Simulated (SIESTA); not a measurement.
Set up this calculation in SIESTA 5.4.2, as the native input.

```
Task                : single point
Functional          : PBE
Potentials or basis : PseudoDojo 0.4 standard (PBE files)
Basis               : DZP (energy shift 0.003 Ry)
Grid cutoff         : 800 Ry
Energy shift        : 0.003 Ry
k mesh              : 10 × 10 × 6
Occupations         : fermi-dirac, width 0.05 eV
Spin                : no spin polarisation
```

AlN:

```
Al N
1.0
     3.11300    0.00000    0.00000
    -1.55650    2.69594    0.00000
     0.00000    0.00000    4.98100
Al N
2 2
Direct
  0.66667 0.33333 0.50000
  0.33333 0.66667 0.00000
  0.66667 0.33333 0.88000
  0.33333 0.66667 0.38000
```

One way to write it, as run:

AlN.fdf

```
SystemName                      AlN
SystemLabel                     AlN
NumberOfSpecies                 2
NumberOfAtoms                   4
%block ChemicalSpeciesLabel
  1  13 Al
  2   7 N
%endblock ChemicalSpeciesLabel

UseStructFile                   true

%block kgrid.MonkhorstPack
   10   0   0  0.0
    0  10   0  0.0
    0   0   6  0.0
%endblock kgrid.MonkhorstPack
XC.Functional                   GGA
XC.Authors                      PBE
PAO.BasisSize                   DZP
PAO.EnergyShift                 0.003 Ry
Mesh.Cutoff                     800 Ry
OccupationFunction              FD
ElectronicTemperature           0.05 eV
MaxSCFIterations                120
SCF.MustConverge                false
SCF.Mixer.Method                Pulay
SCF.Mixer.Weight                0.25
SCF.Mixer.History               8
SCF.DM.Tolerance                5.0e-05
SCF.H.Tolerance                 1.0e-03 eV
WriteForces                     true
Charge.Mulliken                 end
```

AlN.STRUCT_IN

```
   3.1130000000     0.0000000000     0.0000000000
  -1.5565000000     2.6959370820     0.0000000000
   0.0000000000     0.0000000000     4.9810000000
4
1  13    0.6666666667     0.3333333333     0.5000000000
1  13    0.3333333333     0.6666666667     0.0000000000
2   7    0.6666666667     0.3333333333     0.8800000000
2   7    0.3333333333     0.6666666667     0.3800000000
```

Potentials or basis: PseudoDojo 0.4 standard (PBE files), DZP (energy shift 0.003 Ry).

Launch:

```bash
$ siesta AlN.fdf > AlN.out 2>&1
```

Results of the run:

| Item | Value |
| --- | --- |
| Pressure | 5.1 GPa |
| Largest force | 0.134 eV/Å |
| Band gap on the k mesh | 4.34 eV, direct |

Caveat: the basis of atomic orbitals isn't converged, which shifts pressures, moduli and gaps.

Run time: 5.2 min on 1 thread of Intel(R) Xeon(R) Platinum 8175M CPU @ 2.50GHz (Skylake/Cascade Lake), on a shared host, peak memory 0.53 GiB.
